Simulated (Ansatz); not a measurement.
A computed series for ZnTe: response to strain

The parent structure is ZnTe in the zinc blende structure (space group F-43m, No. 216; a = 6.179 Å). Axes: x, y, z lie along the cube axes.

Strains are applied to the cell and any free atomic positions relax; under biaxial strain the out-of-plane vector relaxes too.

Levels (all Ansatz, a program for electronic structure, PAW, earlier PAW set): PBE (420 eV, spin-orbit coupling left out); PBEsol (420 eV, no spin-orbit coupling).

The base cell above is that of PBE; each level relaxes its own structures.

Notes on the quantities. pressure: mean of the normal stresses, compression positive.

```csv
case,"pressure, PBE","pressure, PBEsol"
"biaxial strain +1.06 %, plane normal [001], relaxed out of plane",-0.42 GPa,-0.45 GPa
"biaxial strain +2.56 %, plane normal [001], relaxed out of plane",-0.95 GPa,-1.04 GPa
"biaxial strain −2.08 %, plane normal [110], relaxed out of plane",1.24 GPa,1.38 GPa
"biaxial strain +1.93 %, plane normal [110], relaxed out of plane",-1.07 GPa,-1.21 GPa
"biaxial strain −2.46 %, plane normal [111], relaxed out of plane",1.67 GPa,1.85 GPa
"biaxial strain −2.35 %, plane normal [111], relaxed out of plane",1.59 GPa,1.78 GPa
isotropic strain −2.62 %,4.15 GPa,4.83 GPa
isotropic strain +0.78 %,-0.95 GPa,-1.11 GPa
isotropic strain +2.12 %,-2.35 GPa,-2.73 GPa
uniaxial strain ε_xx = −2.72 %,1.27 GPa,1.47 GPa
uniaxial strain ε_zz = −2.75 %,1.28 GPa,1.49 GPa
tensor shear ε_yz = +0.73 %,0.01 GPa,0.01 GPa
```

The two levels differ by at most about 0.68 GPa. Near ties aside, they put the cases in the same order.

A biaxial case was relaxed in a doubled cell and then solved in the primitive one. Stability against distortions was not tested.
